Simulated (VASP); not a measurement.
# TiSe2 in VASP: notebook

One slab, TiSe2, is run at these levels: PBE+D3(BJ), HSE06; tasks: band structure.

The COD entry that gives the cell may itself be a prediction, so a difference from it is no test against experiment.

Program: VASP 6.6.1. These are calculated values, not measurements. Logs are shortened: lines on timing, memory, paths and dates and some standing lists are left out, and cuts for length are marked.

### 1 Starting point

The cell holds a slab with vacuum, 3 atoms: a = 3.475 Å, b = 3.475 Å, c = 21.064 Å, α = 90.00°, β = 90.00°, γ = 120.00°.

### 2 Band structure, PBE+D3(BJ)

The input, INCAR:

```
PREC     = Accurate       # precision mode
ENCUT    = 520            # plane-wave cutoff, eV
EDIFF    = 1E-7           # SCF threshold, eV
ISMEAR   = 0              # smearing method
SIGMA    = 0.03           # smearing width, eV
LREAL    = False          # projectors in reciprocal space
LASPH    = True           # aspherical terms in the spheres
NELM     = 80             # most SCF steps
ALGO     = Normal         # electronic algorithm
ISIF     = 2              # what is computed and relaxed
LWAVE    = False          # write WAVECAR
LCHARG   = False          # write CHGCAR
LMAXMIX  = 4              # l up to which the mixer works
LDIPOL   = True         
IDIPOL   = 3            
DIPOL    = 0.5 0.5 0.500
GGA      = PE             # functional
IVDW     = 12             # dispersion correction
NBANDS   = 19             # bands
LVHAR    = True         
LVACPOTAV= True         
KPAR     = 4
```

The input, KPOINTS:

```
regular mesh
0
Gamma
  9 9 1
```

The input, POSCAR:

```
TiSe2                                   
1.0
    3.4745717031      0.0000000000      0.0000000000
   -1.7372858516      3.0090673643      0.0000000000
    0.0000000000      0.0000000000     21.0644416000
  Se              Ti            
     2     1
Direct
     0.6666666699999979    0.3333333300000021    0.4253316808947432
     0.3333333300000021    0.6666666699999979    0.5746683191052568
     0.0000000000000000    0.0000000000000000    0.5000000000000000
```

The input, KPOINTS_OPT:

```
explicit points
3
Reciprocal
 0.0000000000  0.0000000000  0.0000000000 1
 0.5000000000  0.0000000000  0.0000000000 1
 0.3333333300  0.3333333300  0.0000000000 1
```

Potentials or basis: VASP PAW PBE potentials, release 64 (Se, Ti_sv).

Run with:

```sh
> cat potpaw_PBE.64/Se/POTCAR potpaw_PBE.64/Ti_sv/POTCAR > POTCAR
> mpirun -np 4 vasp_std > vasp.out
```

OUTCAR:

```text
PREC = Accurate
   ENCUT = 520
   EDIFF = 1E-7
   ISMEAR = 0
   LREAL = False
   LASPH = True
   NELM = 80
   ISIF = 2
   GGA = PE
   IVDW = 12
 IVDW          = 12

 ion  position               nearest neighbor table
   1  0.667  0.333  0.425-   3 2.55   3 2.55   3 2.55
   2  0.333  0.667  0.575-   3 2.55   3 2.55   3 2.55
   3  0.000  0.000  0.500-   1 2.55   2 2.55   1 2.55   2 2.55   1 2.55   2 2.55

  LATTYP: Found a hexagonal cell.
 ALAT       =     3.4745717031
 C/A-ratio  =     6.0624570163

  Lattice vectors:

 A1 = (   3.4745717031,   0.0000000000,   0.0000000000)
 A2 = (  -1.7372858516,   3.0090673643,   0.0000000000)
 A3 = (   0.0000000000,   0.0000000000,  21.0644416000)

Analysis of symmetry for initial positions (statically):
=====================================================================
 Subroutine PRICEL returns:
 Original cell was already a primitive cell.

 Routine SETGRP: Setting up the symmetry group for a
 hexagonal supercell.

 Subroutine GETGRP returns: Found 12 space group operations
 (whereof 12 operations were pure point group operations)
 out of a pool of 24 trial point group operations.

The static configuration has the point symmetry D_3d.

Analysis of symmetry for dynamics (positions and initial velocities):
=====================================================================
 Subroutine PRICEL returns:
 Original cell was already a primitive cell.

 Routine SETGRP: Setting up the symmetry group for a
 hexagonal supercell.

 Subroutine GETGRP returns: Found 12 space group operations
 (whereof 12 operations were pure point group operations)
 out of a pool of 24 trial point group operations.

The dynamic configuration has the point symmetry D_3d.

 Subroutine INISYM returns: Found 12 space group operations
 (whereof 12 operations are pure point group operations),
 and found     1 'primitive' translations

----------------------------------------------------------------------------------------

                                     Primitive cell

  volume of cell :     220.2334

  direct lattice vectors                    reciprocal lattice vectors
     3.474571703  0.000000000  0.000000000     0.287805256  0.166164442  0.000000000
    -1.737285852  3.009067364  0.000000000     0.000000000  0.332328884  0.000000000
     0.000000000  0.000000000 21.064441600     0.000000000  0.000000000  0.047473369

  length of vectors
     3.474571703  3.474571705 21.064441600     0.332328884  0.332328884  0.047473369

  position of ions in fractional coordinates (direct lattice)
     0.666666670  0.333333330  0.425331681
     0.333333330  0.666666670  0.574668319
     0.000000000  0.000000000  0.500000000

  ion indices of the primitive-cell ions
   primitive index   ion index
                 1           1
                 2           2
                 3           3

----------------------------------------------------------------------------------------

 KPOINTS: regular mesh

Automatic generation of k-mesh.
 Grid dimensions read from file:
 generate k-points for:    9    9    1

 Generating k-lattice:

  Cartesian coordinates                     Fractional coordinates (reciprocal lattice)
     0.031978362  0.018462716  0.000000000     0.111111111  0.000000000  0.000000000
     0.000000000  0.036925432  0.000000000     0.000000000  0.111111111  0.000000000
     0.000000000  0.000000000  0.047473369     0.000000000  0.000000000  1.000000000

  Length of vectors
     0.036925432  0.036925432  0.047473369

  Shift w.r.t. Gamma in fractional coordinates (k-lattice)
     0.000000000  0.000000000  0.000000000

 Subroutine IBZKPT returns following result:
 ===========================================

 Found     12 irreducible k-points:

 Following reciprocal coordinates:
            Coordinates               Weight
  0.000000  0.000000  0.000000      1.000000
  0.111111  0.000000  0.000000      6.000000
  0.222222 -0.000000  0.000000      6.000000
  0.333333  0.000000  0.000000      6.000000
  0.444444 -0.000000  0.000000      6.000000
  0.111111  0.111111  0.000000      6.000000
  0.222222  0.111111  0.000000     12.000000
  0.333333  0.111111  0.000000     12.000000
  0.444444  0.111111  0.000000      6.000000
  0.222222  0.222222  0.000000      6.000000
  0.333333  0.222222  0.000000     12.000000
  0.333333  0.333333  0.000000      2.000000
   k-points           NKPTS =     12   k-points in BZ     NKDIM =     12   number of bands    NBANDS=     19
   number of dos      NEDOS =    301   number of ions     NIONS =      3
   total plane-waves  NPLWV = 125440
   dimension x,y,z NGX =    28 NGY =   28 NGZ =  160
   dimension x,y,z NGXF=    56 NGYF=   56 NGZF=  320
   ions per type =               2   1
   NGX,Y,Z   is equivalent  to a cutoff of  13.40, 13.40, 12.63 a.u.
   NGXF,Y,Z  is equivalent  to a cutoff of  26.79, 26.79, 25.26 a.u.
 SYSTEM =  unknown system
   PREC   = accura    normal or accurate (medium, high low for compatibility)
   ISTART =      0    job   : 0-new  1-cont  2-samecut
   ICHARG =      2    charge: 1-file 2-atom 10-const
   ISPIN  =      1    spin polarized calculation?
   LNONCOLLINEAR =      F non collinear calculations
   LSORBIT =      F    spin-orbit coupling
   LASPH  =      T    aspherical Exc in radial PAW
   ENCUT  =  520.0 eV  38.22 Ry    6.18 a.u.   6.46  6.46 39.17*2*pi/ulx,y,z
   NELM   =     80;   NELMIN=  2; NELMDL= -5     # of ELM steps
   EDIFF  = 0.1E-06   stopping-criterion for ELM
   LREAL  =      F    real-space projection
   EDIFFG = 0.1E-05   stopping-criterion for IOM
   NSW    =      0    number of steps for IOM
   IBRION =     -1    ionic relax: 0-MD 1-quasi-New 2-CG
   NFREE  =      0    steps in history (QN), initial steepest desc. (CG)
   ISIF   =      2    stress and relaxation
   ISYM   =      2    0-nonsym 1-usesym 2-fastsym
   POTIM  = 0.5000    time-step for ionic-motion
   TEBEG  =    0.0;   TEEND  =   0.0 temperature during run
   PSTRESS=    0.0 pullay stress
   NELECT =      24.0000    total number of electrons
   NUPDOWN=      -1.0000    fix difference up-down
   EMIN   =  10.00;   EMAX   =-10.00  energy-range for DOS
   EFERMI =   0.00;   METHOD = LEGACY
   ISMEAR =     0;   SIGMA  =   0.03  broadening in eV -4-tet -1-fermi 0-gaus
   EFERMI_NEDOS =   21; number of points for ismear=-14 and -15
   IALGO  =     38    algorithm
   IMIX   =      4    mixing-type and parameters
     AMIX     =   0.40;   BMIX     =  1.00
     AMIX_MAG =   1.60;   BMIX_MAG =  1.00
  volume/ion in A,a.u.               =      73.41       495.40
  Fermi-wavevector in a.u.,A,eV,Ry     =   0.781959  1.477689  8.319425  0.611460
  Thomas-Fermi vector in A             =   1.885584
   LORBIT       =      0    0 simple, 1 ext, 2 COOP (PROOUT), +10 PAW based schemes
   GGA     = PE    functional components
   LHFCALC =     F    Hartree Fock is set to
   AEXX    =    0.0000 exact exchange contribution
   IVDW    =    12    specifies the selected vdW correction
   LEPSILON=     F    determine dielectric tensor
   LRPA    =     F    only Hartree local field effects (RPA)
 non-spin polarized calculation
 Gauss-broadening in eV      SIGMA  =   0.03
  energy-cutoff  :      520.00
  volume of cell :      220.23
 maximum number of plane-waves:      5975
 NGX is ok and might be reduce to    28
   NGX = 13   NGY = 13   NGZ = 79

 number of electron      24.0000000 magnetization

 dipolmoment           0.000000      0.000000     -0.000000 electrons x Angstroem

 Free energy of the ion-electron system (eV)
  ---------------------------------------------------
  ext. energy  EPLUGINS =         0.00000000
  ---------------------------------------------------
  free energy    TOTEN  =       -18.17668899 eV

  energy without entropy =      -18.17543287  energy(sigma->0) =      -18.17606093

 E-fermi :  -2.3869     XC(G=0):  -3.4292

 val. band max:       -2.4348392087   @ k =   0.1111   0.0000   0.0000
 cond. band min:      -2.3784854448   @ k =   0.4444  -0.0000   0.0000
 fundamental gap:      0.0563537640
 Fermi energy:        -2.3869296697

 k-point     1 :       0.0000    0.0000    0.0000
  band No.  band energies     occupation
      1     -59.8671      2.00000
      2     -36.0997      2.00000
      3     -36.0725      2.00000
      4     -36.0725      2.00000
      5     -16.0483      2.00000
      6     -15.1529      2.00000
[... 11 lines left out ...]
     18       2.2709      0.00000
     19       2.6644      0.00000

 k-point     2 :       0.1111    0.0000    0.0000
  band No.  band energies     occupation
      1     -59.8660      2.00000
      2     -36.0970      2.00000
      3     -36.0847      2.00000
      4     -36.0753      2.00000
      5     -15.9113      2.00000
      6     -15.0834      2.00000
[... 11 lines left out ...]
     18       2.5660      0.00000
     19       2.8755      0.00000

 k-point     3 :       0.2222   -0.0000    0.0000
  band No.  band energies     occupation
      1     -59.8632      2.00000
      2     -36.1155      2.00000
      3     -36.0902      2.00000
      4     -36.0823      2.00000
      5     -15.5343      2.00000
      6     -14.8977      2.00000
[... 11 lines left out ...]
     18       3.1879      0.00000
     19       3.4462      0.00000

 k-point     4 :       0.3333    0.0000    0.0000
  band No.  band energies     occupation
      1     -59.8601      2.00000
      2     -36.1502      2.00000
      3     -36.0902      2.00000
      4     -36.0826      2.00000
      5     -15.0358      2.00000
      6     -14.6648      2.00000
[... 143 lines left out ...]
     18       4.3470      0.00000
     19       4.5441      0.00000

 k-point    11 :       0.3333    0.2222    0.0000
  band No.  band energies     occupation
      1     -59.8571      2.00000
      2     -36.1595      2.00000
      3     -36.1209      2.00000
      4     -36.0755      2.00000
      5     -14.4880      2.00000
      6     -14.4235      2.00000
[... 11 lines left out ...]
     18       4.3731      0.00000
     19       4.7075      0.00000

 k-point    12 :       0.3333    0.3333    0.0000
  band No.  band energies     occupation
      1     -59.8566      2.00000
      2     -36.1439      2.00000
      3     -36.1439      2.00000
      4     -36.0742      2.00000
      5     -14.3778      2.00000
      6     -14.3778      2.00000
[... 11 lines left out ...]
     18       4.4903      0.00000
     19       5.2041      0.00000

------------------------ aborting loop because EDIFF is reached ----------------------------------------

 Edisp (eV)   -0.92364

 E8    (eV) :    -0.4270

  FORCE on cell =-STRESS in cart. coord.  units (eV):
  Direction    XX          YY          ZZ          XY          YZ          ZX
  --------------------------------------------------------------------------------------
  -------------------------------------------------------------------------------------
  Total       0.22627     0.22627    -0.26636    -0.00000     0.00000    -0.00000
  in kB       1.64607     1.64607    -1.93775    -0.00000     0.00000    -0.00000
  external pressure =        0.45 kB  Pullay stress =        0.00 kB

 VOLUME and BASIS-vectors are now :
 -----------------------------------------------------------------------------
  energy-cutoff  :      520.00
  volume of cell :      220.23
      direct lattice vectors                 reciprocal lattice vectors
     3.474571703  0.000000000  0.000000000     0.287805256  0.166164442  0.000000000
    -1.737285852  3.009067364  0.000000000     0.000000000  0.332328884  0.000000000
     0.000000000  0.000000000 21.064441600     0.000000000  0.000000000  0.047473369

 POSITION                                       TOTAL-FORCE (eV/Angst)
 -----------------------------------------------------------------------------------
      1.73729      1.00302      8.95937         0.000000      0.000000      0.080646
     -0.00000      2.00604     12.10507        -0.000000      0.000000     -0.080646
      0.00000      0.00000     10.53222         0.000000      0.000000      0.000000
 -----------------------------------------------------------------------------------
    total drift:                                0.000000     -0.000000     -0.000000

  FREE ENERGIE OF THE ION-ELECTRON SYSTEM (eV)
  ---------------------------------------------------
  free  energy   TOTEN  =       -19.1003319023 eV

  energy  without entropy=      -19.0990757867  energy(sigma->0) =      -19.09970384

 vacuum level on the upper side and lower side of the slab         2.955         2.955
```

It took 30 s on 4 MPI ranks of Intel Xeon 6975P-C (Granite Rapids), shared host; peak memory 0.41 GiB.

Results:

| Property | Result |
| --- | --- |
| Free energy | -19.1003 eV |
| Largest force | 0.081 eV/Å |
| Band gap along the path | none (metal or under the smearing width) |
| Dispersion energy per atom | -0.308 eV |
| Work function of the upper face | 5.34 eV |
| Work function of the lower face | 5.34 eV |

Forces in eV/Å, atoms in the order of the input:
```
Se   0.000  0.000  0.081
Se   0.000  0.000 -0.081
Ti   0.000  0.000  0.000
```

Levels at points of the mesh, in eV from the Fermi level:
```csv
k point,band 10,band 11,band 12,band 13,band 14,band 15
"(0.00, 0.00, 0.00)",-1.49,0.61,0.61,0.73,0.73,0.84
```

### 3 Band structure, HSE06

POSCAR is that of step 2.

The input, INCAR.step1:

```
PREC     = Accurate       # precision mode
ENCUT    = 520            # plane-wave cutoff, eV
EDIFF    = 1E-5           # SCF threshold, eV
ISMEAR   = 0              # smearing method
SIGMA    = 0.03           # smearing width, eV
LREAL    = False          # projectors in reciprocal space
LASPH    = True           # aspherical terms in the spheres
NELM     = 80             # most SCF steps
ALGO     = Normal         # electronic algorithm
ISIF     = 2              # what is computed and relaxed
LWAVE    = True           # write WAVECAR
LCHARG   = False          # write CHGCAR
LMAXMIX  = 4              # l up to which the mixer works
LDIPOL   = True         
IDIPOL   = 3            
DIPOL    = 0.5 0.5 0.500
NBANDS   = 19             # bands
LVHAR    = True         
LVACPOTAV= True         
KPAR     = 4            
GGA      = PE             # functional
```

The input, INCAR.step2:

```
PREC     = Accurate       # precision mode
ENCUT    = 520            # plane-wave cutoff, eV
EDIFF    = 1E-7           # SCF threshold, eV
ISMEAR   = 0              # smearing method
SIGMA    = 0.03           # smearing width, eV
LREAL    = False          # projectors in reciprocal space
LASPH    = True           # aspherical terms in the spheres
NELM     = 80             # most SCF steps
ALGO     = Normal         # electronic algorithm
ISIF     = 2              # what is computed and relaxed
LWAVE    = False          # write WAVECAR
LCHARG   = False          # write CHGCAR
LMAXMIX  = 4              # l up to which the mixer works
LDIPOL   = True         
IDIPOL   = 3            
DIPOL    = 0.5 0.5 0.500
GGA      = PE             # functional
LHFCALC  = True           # exact exchange
HFSCREEN = 0.2            # screening, 1/A
PRECFOCK = Fast         
NBANDS   = 19             # bands
LVHAR    = True         
LVACPOTAV= True         
KPAR     = 4            
ISTART   = 1
```

KPOINTS is that of step 2.

KPOINTS_OPT is that of step 2.

Potentials or basis: VASP PAW PBE potentials, release 64 (Se, Ti_sv).

Run with:

```sh
> cat potpaw_PBE.64/Se/POTCAR potpaw_PBE.64/Ti_sv/POTCAR > POTCAR
> cp INCAR.step1 INCAR
> mpirun -np 4 vasp_std > vasp.out
> cp INCAR.step2 INCAR
> mpirun -np 4 vasp_std > vasp.out
```

Wall time 18 min (4 MPI ranks of Intel Xeon 6975P-C (Granite Rapids), shared host); peak memory 0.52 GiB.

Results (log left out):

| Property | Result |
| --- | --- |
| Free energy | -22.2342 eV |
| Largest force | 0.386 eV/Å |
| Band gap along the path | none (metal or under the smearing width) |
| Work function of the upper face | 5.18 eV |
| Work function of the lower face | 5.18 eV |

Forces in eV/Å, atoms in the order of the input:
```
Se   0.000  0.000  0.386
Se   0.000  0.000 -0.386
Ti   0.000  0.000  0.000
```

Levels at points of the mesh, in eV from the Fermi level:
| k point | band 10 | band 11 | band 12 | band 13 | band 14 | band 15 |
| --- | --- | --- | --- | --- | --- | --- |
| (0.00, 0.00, 0.00) | -2.30 | 0.23 | 0.23 | 0.66 | 0.66 | 1.09 |

Caveat: the PAW data sets were made with another functional, which shifts forces and pressure a little.
